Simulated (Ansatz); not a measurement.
# Transmission past a defect: armchair graphene nanoribbon (N = 5, H edges), vacancy of one C

What does the defect do to the conductance?

Calculated with Ansatz 0.2.0; DFT PBE, plane waves, PAW; relaxation of a wire's period, in the first sound run; inputs show where later runs differ.

### Step 1. Starting point

The cell holds 14 atoms: 10 C and 4 H. Its edges and angles: a = 13.772 Å, b = 7.000 Å, c = 4.260 Å, α = 90.0°, β = 90.0°, γ = 90.0°. Vacuum lies along a and b. The structure's axis is c.

### Step 2. Relaxing the period

Band widths follow the bond lengths, so the wire is relaxed first. The atoms and the third cell vector are free; the box across stays fixed as vacuum. A Fermi-Dirac smearing is set since the result may be a metal. The pressure printed is a third of the stress's trace over the whole box, vacuum included; only the stress along the axis is relaxed.

The input, input.yaml:

```yaml
crystal:
  lattice:
    - [13.772, 0.0, 0.0]
    - [0.0, 7.0, 0.0]
    - [0.0, 0.0, 4.26]
  atoms:
    - { symbol: C, position: [0.321423699, 0.5, 0.0] }
    - { symbol: C, position: [0.500011569, 0.5, 0.0] }
    - { symbol: C, position: [0.678599439, 0.5, 0.0] }
    - { symbol: C, position: [0.321423699, 0.5, 0.333333333] }
    - { symbol: C, position: [0.500011569, 0.5, 0.333333333] }
    - { symbol: C, position: [0.678599439, 0.5, 0.333333333] }
    - { symbol: H, position: [0.254138832, 0.5, 0.458920188] }
    - { symbol: H, position: [0.745884306, 0.5, 0.458920188] }
    - { symbol: C, position: [0.410717634, 0.5, 0.5] }
    - { symbol: C, position: [0.589305504, 0.5, 0.5] }
    - { symbol: C, position: [0.410717634, 0.5, 0.833333333] }
    - { symbol: C, position: [0.589305504, 0.5, 0.833333333] }
    - { symbol: H, position: [0.254138832, 0.5, 0.874413146] }
    - { symbol: H, position: [0.745884306, 0.5, 0.874413146] }
kpoints:
  mp_grid: { grid: [1, 1, 19] }
scf:
  occupations: { method: fermi_dirac, width: 0.05 }
hamiltonian:
  xc: pbe
relax:
  cell: { fix: [a, b, alpha, beta, gamma] }
  max_steps: 60
```

Started as:

```bash
> ansatz run input.yaml --threads 4 --pin off --max-ram 16384MiB --backend cpu --events-out ev --progress --plain --runs-dir out
```

Numbers of over 12 decimals in the logs are rounded to 6 here.

The log of the run:

```text
Engine: ansatz 0.2.0, aarch64-unknown-linux-gnu
Pseudopotentials: kind: paw
Pseudopotential: C, paw, valence charge 4, recommended cutoff 420 eV (normal), C.paw.azcp
Pseudopotential: H, paw, valence charge 1, recommended cutoff 420 eV (normal), H.paw.azcp
Functional definition: PBE
  parameter kappa = 0.804
  parameter beta = 0.066725
  exchange = pbe_x(kappa = kappa, mu = beta*pi^2/3)
  correlation = pbe_c(beta = beta)
Crystal: 14 atoms, lattice volume = 410.681 Å³
Basis set: ecut = 420 eV, 8035 PW (Γ), exchange–correlation on 192×96×60 points (8 copies of the dense FFT grid, shifted against one another)
Bands: 36, of which v1, the nominal top of the filled ones, is band 22 counted from 1 (21 counted from 0)
Symmetry: 8 space group operations
Space group: Pmmm (ITA 47), of the structure as read, at distance tolerance 7.4e-5 Å
k-points: 10 of 19
Non-local potential: C, projectors of the file, l = 0: 2, l = 1: 2, l = 2: 1
Non-local potential: H, projectors of the file, l = 0: 2, l = 1: 1
PAW form: soft (Blöchl's): semilocal exchange-correlation on the pseudo side does not see the compensation charge
PAW one-centre angular grid: C, 110 points (default); XC on 64 Gauss nodes
PAW one-centre angular grid: H, 110 points (default); XC on 64 Gauss nodes
Initial density: superposition of atomic densities (neutral atoms: chi_scale 0, normalization atom), corrected by the library's trained network
Initial wavefunctions: pseudopotential atomic-orbital guess
Functional: x = pbe(κ = 0.804, μ = 0.219515), c = pbe(β = 0.066725)
SCF iter   1: F=—  HF=-2572.377046 eV  |F-HF|=—  |Δ(HF+E_count)|=         —  Δρ=2.53e-3  dr2=8.85e-2  ethr=1.77e-3  ⟨swp⟩=7.6  Hψ=1984  notcnv=0  defer=34
preconditioner: auto → Resta (q_TF=auto, 1.880 Å⁻¹)  ε∞=1.8  [insulator: Δε(μ)=0.339 eV  Ē_g=13.812 eV  σ=0.050 eV  W_gap=0.93  n_scr=50 (ndim 8)  ℏωp=12.2 eV  f_vac=0.653  D(μ)=0.13/eV (n_scr^D=0)  ε∞_Penn≈1.8  vacuum switching on, ρ_ref=1.4e-2 e/Å³]
SCF iter   2: F=—  HF=-2572.357492 eV  |F-HF|=—  |Δ(HF+E_count)|=   1.96e-2  Δρ=1.79e-3  dr2=1.60e-2  ethr=2.01e-4  ⟨swp⟩=2.3  Hψ=610  notcnv=0  defer=82
SCF iter   3: F=—  HF=-2572.355109 eV  |F-HF|=—  |Δ(HF+E_count)|=   2.38e-3  Δρ=7.51e-4  dr2=2.46e-3  ethr=3.63e-5  ⟨swp⟩=2.0  Hψ=491  notcnv=0  defer=82
SCF iter   4: F=—  HF=-2572.355824 eV  |F-HF|=—  |Δ(HF+E_count)|=   7.15e-4  Δρ=2.38e-4  dr2=2.78e-4  ethr=5.58e-6  ⟨swp⟩=3.0  Hψ=548  notcnv=0  defer=82
SCF iter   5: F=—  HF=-2572.356100 eV  |F-HF|=—  |Δ(HF+E_count)|=   2.76e-4  Δρ=5.70e-5  dr2=1.43e-5  ethr=6.31e-7  ⟨swp⟩=2.1  Hψ=480  notcnv=0  defer=82
SCF iter   6: F=—  HF=-2572.356206 eV  |F-HF|=—  |Δ(HF+E_count)|=   1.06e-4  Δρ=1.87e-5  dr2=1.18e-6  ethr=3.25e-8  ⟨swp⟩=2.0  Hψ=611  notcnv=0  defer=82
SCF iter   7: F=-2572.356206 eV  HF=-2572.356206 eV  |F-HF|=5.70e-8  |Δ(HF+E_count)|=   2.13e-7  Δρ=3.93e-6  dr2=3.01e-8  ethr=2.27e-10  ⟨swp⟩=3.4  Hψ=1293  notcnv=0
SCF 1 converged in 7 iterations: F = -2572.356206 eV  dr2 = 3.01e-8
  greatest PAW one-centre occupation: 0.674 electrons in one spin orbital (limit 2), on the C atom at site 4 (counted from 0), in its partial waves of l = 0
relax step   1: F+E_penalty+E_count = -2572.35620646 eV  Δ(F+E_penalty+E_count) = +0.000e0 eV  max|allowed force component| = 2.483e0 eV/Å  Δτ_max = 0.0000 Å  P = +0.366 GPa  Ω = 410.681 Å³  fix = [a, b, alpha, beta, gamma]  reactions: a +0.381, b +0.093 GPa  (7 SCF iters, dr2 threshold 1.00e-7 eV, accepted)
Crystal: 14 atoms, lattice volume = 415.189 Å³
Basis set: ecut = 420 eV, 8159 PW (Γ), exchange–correlation on 192×96×60 points (8 copies of the dense FFT grid, shifted against one another)
Initial density: handed on by an earlier stage of this run
Initial wavefunctions: those handed on with the density
iter 1 solved again at ethr=1.91e-4 eV; its pass at ethr=3.10e-3 eV (dr2=8.42e-2 eV) is discarded
SCF iter   1: F=—  HF=-2572.579661 eV  |F-HF|=—  |Δ(HF+E_count)|=         —  Δρ=5.54e-3  dr2=8.90e-2  ethr=1.91e-4  ⟨swp⟩=3.7  Hψ=1612  notcnv=0
preconditioner: auto → Resta (q_TF=auto, 1.877 Å⁻¹)  ε∞=1.8  [insulator: Δε(μ)=0.360 eV  Ē_g=13.597 eV  σ=0.050 eV  W_gap=0.95  n_scr=50 (ndim 8)  ℏωp=12.1 eV  f_vac=0.661  D(μ)=0.11/eV (n_scr^D=0)  ε∞_Penn≈1.8  vacuum switching on, ρ_ref=1.3e-2 e/Å³]
SCF iter   2: F=—  HF=-2572.559832 eV  |F-HF|=—  |Δ(HF+E_count)|=   1.98e-2  Δρ=2.36e-3  dr2=1.26e-2  ethr=1.91e-4  ⟨swp⟩=2.1  Hψ=660  notcnv=0
SCF iter   3: F=—  HF=-2572.558776 eV  |F-HF|=—  |Δ(HF+E_count)|=   1.06e-3  Δρ=1.01e-3  dr2=2.19e-3  ethr=2.86e-5  ⟨swp⟩=2.0  Hψ=521  notcnv=0
SCF iter   4: F=—  HF=-2572.558869 eV  |F-HF|=—  |Δ(HF+E_count)|=   9.32e-5  Δρ=2.34e-4  dr2=1.29e-4  ethr=4.99e-6  ⟨swp⟩=2.6  Hψ=602  notcnv=0
SCF iter   5: F=—  HF=-2572.559011 eV  |F-HF|=—  |Δ(HF+E_count)|=   1.43e-4  Δρ=6.04e-5  dr2=1.71e-5  ethr=2.93e-7  ⟨swp⟩=2.1  Hψ=546  notcnv=0
SCF iter   6: F=-2572.559011 eV  HF=-2572.559011 eV  |F-HF|=1.62e-7  |Δ(HF+E_count)|=   4.28e-8  Δρ=1.56e-5  dr2=1.05e-6  ethr=3.18e-9  ⟨swp⟩=3.9  Hψ=1396  notcnv=0
SCF 2 converged in 6 iterations: F = -2572.559011 eV  dr2 = 1.05e-6
  greatest PAW one-centre occupation: 0.675 electrons in one spin orbital (limit 2), on the C atom at site 5 (counted from 0), in its partial waves of l = 0
relax step   2: F+E_penalty+E_count = -2572.55901125 eV  Δ(F+E_penalty+E_count) = -2.028e-1 eV  max|allowed force component| = 7.556e-1 eV/Å  Δτ_max = 0.0522 Å  P = +0.086 GPa  Ω = 415.189 Å³  energy of the carried Pulay correction = -3.885e-3 eV  fix = [a, b, alpha, beta, gamma]  reactions: a +0.360, b +0.081 GPa  (6 SCF iters, dr2 threshold 1.40e-6 eV, accepted)
Crystal: 14 atoms, lattice volume = 415.630 Å³
Basis set: ecut = 420 eV, 8175 PW (Γ), exchange–correlation on 192×96×60 points (8 copies of the dense FFT grid, shifted against one another)
iter 1 solved again at ethr=2.09e-5 eV; its pass at ethr=3.10e-3 eV (dr2=9.21e-3 eV) is discarded
SCF iter   1: F=—  HF=-2572.577644 eV  |F-HF|=—  |Δ(HF+E_count)|=         —  Δρ=1.82e-3  dr2=9.79e-3  ethr=2.09e-5  ⟨swp⟩=2.2  Hψ=1446  notcnv=0
preconditioner: auto → Resta (q_TF=auto, 1.877 Å⁻¹)  ε∞=1.8  [insulator: Δε(μ)=0.415 eV  Ē_g=13.605 eV  σ=0.050 eV  W_gap=0.97  n_scr=50 (ndim 8)  ℏωp=12.1 eV  f_vac=0.660  D(μ)=0.07/eV (n_scr^D=0)  ε∞_Penn≈1.8  vacuum switching on, ρ_ref=1.3e-2 e/Å³]
SCF iter   2: F=—  HF=-2572.575056 eV  |F-HF|=—  |Δ(HF+E_count)|=   2.59e-3  Δρ=7.68e-4  dr2=1.41e-3  ethr=2.09e-5  ⟨swp⟩=2.0  Hψ=494  notcnv=0
SCF iter   3: F=—  HF=-2572.574857 eV  |F-HF|=—  |Δ(HF+E_count)|=   1.99e-4  Δρ=3.03e-4  dr2=2.60e-4  ethr=3.21e-6  ⟨swp⟩=2.0  Hψ=523  notcnv=0
SCF iter   4: F=—  HF=-2572.574955 eV  |F-HF|=—  |Δ(HF+E_count)|=   9.83e-5  Δρ=6.82e-5  dr2=1.01e-5  ethr=5.90e-7  ⟨swp⟩=2.6  Hψ=608  notcnv=0
SCF iter   5: F=-2572.574957 eV  HF=-2572.574958 eV  |F-HF|=2.04e-7  |Δ(HF+E_count)|=   2.34e-6  Δρ=1.57e-5  dr2=8.41e-7  ethr=3.18e-9  ⟨swp⟩=5.0  Hψ=1203  notcnv=0
SCF 3 converged in 5 iterations: F = -2572.574957 eV  dr2 = 8.41e-7
  greatest PAW one-centre occupation: 0.677 electrons in one spin orbital (limit 2), on the C atom at site 5 (counted from 0), in its partial waves of l = 0
relax step   3: F+E_penalty+E_count = -2572.57495735 eV  Δ(F+E_penalty+E_count) = -1.595e-2 eV  max|allowed force component| = 4.850e-2 eV/Å  Δτ_max = 0.0148 Å  P = +0.061 GPa  Ω = 415.630 Å³  energy of the carried Pulay correction = -4.264e-3 eV  fix = [a, b, alpha, beta, gamma]  reactions: a -0.005, b +0.079 GPa  (5 SCF iters, dr2 threshold 1.40e-6 eV, accepted)
[...]
relax step   4: F+E_penalty+E_count = -2572.57508866 eV  Δ(F+E_penalty+E_count) = -1.313e-4 eV  max|allowed force component| = 1.887e-2 eV/Å  Δτ_max = 0.0016 Å  P = +0.020 GPa  Ω = 415.754 Å³  energy of the carried Pulay correction = -4.370e-3 eV  fix = [a, b, alpha, beta, gamma]  reactions: a -0.010, b +0.079 GPa  (4 SCF iters, dr2 threshold 1.47e-7 eV, accepted)
[...]
relax step   5: F+E_penalty+E_count = -2572.57508262 eV  Δ(F+E_penalty+E_count) = +6.041e-6 eV  max|allowed force component| = 3.027e-2 eV/Å  Δτ_max = 0.0026 Å  P = +0.049 GPa  Ω = 415.689 Å³  energy of the carried Pulay correction = -4.314e-3 eV  fix = [a, b, alpha, beta, gamma]  (5 SCF iters, dr2 threshold 2.22e-8 eV, rejected (line search))
[...]
relax step   6: F+E_penalty+E_count = -2572.57512563 eV  Δ(F+E_penalty+E_count) = -3.696e-5 eV  max|allowed force component| = 1.848e-3 eV/Å  Δτ_max = 0.0011 Å  P = +0.026 GPa  Ω = 415.739 Å³  energy of the carried Pulay correction = -4.357e-3 eV  fix = [a, b, alpha, beta, gamma]  reactions: a +0.005, b +0.079 GPa  (7 SCF iters, accepted)
Initial wavefunctions: pseudopotential atomic-orbital guess (no wavefunctions were taken with the density)
iter 1 solved again at ethr=4.42e-7 eV; its pass at ethr=3.10e-3 eV (dr2=1.94e-4 eV) is discarded
SCF iter   1: F=—  HF=-2572.578356 eV  |F-HF|=—  |Δ(HF+E_count)|=         —  Δρ=6.78e-5  dr2=1.33e-6  ethr=4.42e-7  ⟨swp⟩=5.0  Hψ=3201  notcnv=0
preconditioner: auto → Resta (q_TF=auto, 1.876 Å⁻¹)  ε∞=1.8  [insulator: Δε(μ)=0.409 eV  Ē_g=13.612 eV  σ=0.050 eV  W_gap=0.97  n_scr=50 (ndim 8)  ℏωp=12.1 eV  f_vac=0.660  D(μ)=0.07/eV (n_scr^D=0)  ε∞_Penn≈1.8  vacuum switching on, ρ_ref=1.3e-2 e/Å³]
SCF iter   2: F=—  HF=-2572.579252 eV  |F-HF|=—  |Δ(HF+E_count)|=   8.96e-4  Δρ=3.43e-5  dr2=3.23e-7  ethr=3.03e-9  ⟨swp⟩=2.7  Hψ=763  notcnv=0  defer=2
SCF iter   3: F=—  HF=-2572.579644 eV  |F-HF|=—  |Δ(HF+E_count)|=   3.92e-4  Δρ=3.86e-6  dr2=1.95e-8  ethr=7.35e-10  ⟨swp⟩=2.3  Hψ=644  notcnv=0  defer=4
SCF iter   4: F=—  HF=-2572.579653 eV  |F-HF|=—  |Δ(HF+E_count)|=   8.93e-6  Δρ=6.79e-7  dr2=1.61e-9  ethr=4.42e-11  ⟨swp⟩=2.0  Hψ=520  notcnv=0  defer=4
SCF iter   5: F=—  HF=-2572.579653 eV  |F-HF|=—  |Δ(HF+E_count)|=   1.97e-8  Δρ=3.17e-7  dr2=1.10e-9  ethr=3.66e-12  ⟨swp⟩=2.4  Hψ=600  notcnv=0  defer=4
SCF iter   6: F=-2572.579653 eV  HF=-2572.579653 eV  |F-HF|=1.77e-9  |Δ(HF+E_count)|=   1.94e-9  Δρ=8.51e-8  dr2=3.26e-11  ethr=1.00e-12  ⟨swp⟩=3.6  Hψ=1402  notcnv=0
SCF 7 converged in 6 iterations: F = -2572.579653 eV  dr2 = 3.26e-11
relax step   7: F+E_penalty+E_count = -2572.57965277 eV  Δ(F+E_penalty+E_count) = -4.527e-3 eV  max|allowed force component| = 2.494e-3 eV/Å  Δτ_max = 0.0000 Å  P = +0.039 GPa  Ω = 415.739 Å³  fix = [a, b, alpha, beta, gamma]  reactions: a +0.004, b +0.099 GPa  stress off target by 1.27e-2 GPa on what of the cell is left free  SCF on the basis re-selected at this cell (its energy is not comparable with the rows above)  (6 SCF iters)
basis re-selected at this cell: Δ(F+E_penalty+E_count) = -4.527e-3 eV, ΔP = +0.012 GPa vs the last step (what re-selecting the basis moved, of the pressure what is left beyond the Pulay correction that the steps carried, after the strain that the cell walked since its last selection, with what the two solves' SCF thresholds leave and, on support functions, any second-order correction that the steps lacked; it is no m [...]
SCF converged after 6 iterations
Free energy (F): -2572.579653 eV
Harris-Foulkes:  -2572.579653 eV  (|F-HF|=1.77e-9)
Internal energy: -2572.578745 eV  (E = F + TS)
E sigma→0 (E₀):  -2572.579199 eV
Entropy (-TS):   -0.000907 eV (-0.065 meV/atom)
Fermi energy:    -1.355655 eV
--- Per-component energies (eV) ---
  E_band       = -444.327557
  E_kinetic    = 960.471744
  E_local      = -7790.789870  (includes V_loc(G=0)·N_el)
  E_nonlocal   = 280.105397
  E_hartree    = 3407.460123
  E_xc         = -514.419757
  E_vxc        = -638.338857  (∫ρ·V_xc dr)
  E_paw        = -995.597560  (= ΣΔE_a)
  E_vpaw       = -70.690930  (= ΣTr[D̂ρ^β])
  E_aug_tail   = -0.005419  (compensation charges beyond the density's cutoff)
  E_ewald      = 2080.196596
  E_smearing   = -0.000907  (= −TS)
  E_closure    = 0.000000  (closes the sum)
  Σ components = -2572.579653   (vs F -2572.579653, Δ=0.00e0)
--- Forces (eV/Å), atoms counted from 1 ---
  atom   1  C     -0.00249370    -0.00000000    -0.00095843
  atom   2  C     -0.00000000    -0.00000000    -0.00133436
  atom   3  C      0.00249370    -0.00000000    -0.00095843
  atom   4  C     -0.00249370     0.00000000     0.00095843
  atom   5  C      0.00000000     0.00000000     0.00133436
  atom   6  C      0.00249370     0.00000000     0.00095843
  atom   7  H     -0.00006316     0.00000000    -0.00094794
  atom   8  H      0.00006316     0.00000000    -0.00094794
  atom   9  C      0.00162695    -0.00000000     0.00084488
  atom  10  C     -0.00162695    -0.00000000     0.00084488
  atom  11  C      0.00162695     0.00000000    -0.00084488
  atom  12  C     -0.00162695     0.00000000    -0.00084488
  atom  13  H     -0.00006316    -0.00000000     0.00094794
  atom  14  H      0.00006316    -0.00000000     0.00094794
  max |Σ_I F_I| component: 2.17e-19 eV/Å
--- Stress (GPa, compression-positive) ---
        0.003620       0.000000       0.000000
        0.000000       0.099301      -0.000000
        0.000000      -0.000000       0.012716
  P = ⅓ Tr σ = 0.0385 GPa (0.385 kbar)
--- Relaxed structure (6 steps of the walk, 5 accepted, 1 SCFs on fresh bases) ---
  F+E_penalty+E_count = -2572.57965277 eV   max|allowed force component| = 2.494e-3 eV/Å   (the final SCF, on the basis selected at the relaxed cell)
  cell:  # Å, volume = 415.7393 Å³
    - [13.772, 0.0, 0.0]
    - [0.0, 7.0, 0.0]
    - [0.0, 0.0, 4.312469]
  atoms:
    - { symbol: C, position: [0.322996, 0.5, 0.00772368] }
    - { symbol: C, position: [0.500012, 0.5, -0.000250466] }
    - { symbol: C, position: [0.677027, 0.5, 0.00772368] }
    - { symbol: C, position: [0.322996, 0.5, 0.325610] }
    - { symbol: C, position: [0.500012, 0.5, 0.333584] }
    - { symbol: C, position: [0.677027, 0.5, 0.325610] }
    - { symbol: H, position: [0.253305, 0.5, 0.444400] }
    - { symbol: H, position: [0.746718, 0.5, 0.444400] }
    - { symbol: C, position: [0.410351, 0.5, 0.500138] }
    - { symbol: C, position: [0.589672, 0.5, 0.500138] }
    - { symbol: C, position: [0.410351, 0.5, 0.833195] }
    - { symbol: C, position: [0.589672, 0.5, 0.833195] }
    - { symbol: H, position: [0.253305, 0.5, 0.888933] }
    - { symbol: H, position: [0.746718, 0.5, 0.888933] }
```

It took 16 s on 4 threads of Arm Neoverse V1, shared host; peak memory 0.77 GiB.

Step by step:

```
step  energy less that of the first step (eV)  largest force component (eV/Å)  pressure (GPa)  volume (Å³)
   1                                   0.0000                          2.4832            0.37       410.68
   2                                  -0.2028                          0.7556            0.09       415.19
   3                                  -0.2188                          0.0485            0.06       415.63
   4                                  -0.2189                          0.0189            0.02       415.75
   5                                  -0.2189                          0.0303            0.05       415.69
   6                                  -0.2189                          0.0018            0.03       415.74
  7*                                  -0.2234                          0.0025            0.04       415.74
```

Relaxation steps marked * repeat the geometry before them on a plane-wave basis chosen anew for their cell, so energy and pressure can jump there. Relaxation step 5 was tried and not accepted.

The run keeps the 8 symmetry operations that it works with, so distortions that break them were not tested.

```
cell as run  before  after  change
      c (Å)   4.260  4.312  +1.2 %
```

The atoms that moved most (Å, along periodic axes as changes of fractional coordinates times the final cell, across vacuum about the mean position):

```
atom      dx     dy      dz  length
  H8   0.011  0.000  -0.063   0.064
  H7  -0.011  0.000  -0.063   0.064
 H14   0.011  0.000   0.063   0.064
 H13  -0.011  0.000   0.063   0.064
  C3  -0.022  0.000   0.033   0.040
  C1   0.022  0.000   0.033   0.040
  C6  -0.022  0.000  -0.033   0.040
  C4   0.022  0.000  -0.033   0.040
```

Final coordinates:

```cif
data_structure
_symmetry_space_group_name_H-M 'P 1'
_symmetry_Int_Tables_number 1
_cell_length_a 13.7720
_cell_length_b 7.0000
_cell_length_c 4.3125
_cell_angle_alpha 90.000
_cell_angle_beta 90.000
_cell_angle_gamma 90.000
_cell_volume 415.74
loop_
_atom_site_label
_atom_site_type_symbol
_atom_site_fract_x
_atom_site_fract_y
_atom_site_fract_z
_atom_site_occupancy
C1 C 0.32300 0.50000 0.00772 1
C2 C 0.50001 0.50000 0.99975 1
C3 C 0.67703 0.50000 0.00772 1
C4 C 0.32300 0.50000 0.32561 1
C5 C 0.50001 0.50000 0.33358 1
C6 C 0.67703 0.50000 0.32561 1
H7 H 0.25331 0.50000 0.44440 1
H8 H 0.74672 0.50000 0.44440 1
C9 C 0.41035 0.50000 0.50014 1
C10 C 0.58967 0.50000 0.50014 1
C11 C 0.41035 0.50000 0.83320 1
C12 C 0.58967 0.50000 0.83320 1
H13 H 0.25331 0.50000 0.88893 1
H14 H 0.74672 0.50000 0.88893 1
```

Numbers from this step:

```
energy at zero smearing    : -2572.5792 eV
cell length along the wire : 4.312 Å
```

The cell's length comes to 4.312 Å with spin left out.

(Part 1 of 4 ends here.)

[Logs are printed without paths, hosts, clocks, repeated set-up lines and the standing remarks that a program may print on its own settings, such as how far it seeks lower states.]

[Hosts, paths, dates, database ids (printed as entryN), source tags and the programs' standing remarks are cut or masked in the printed files.]
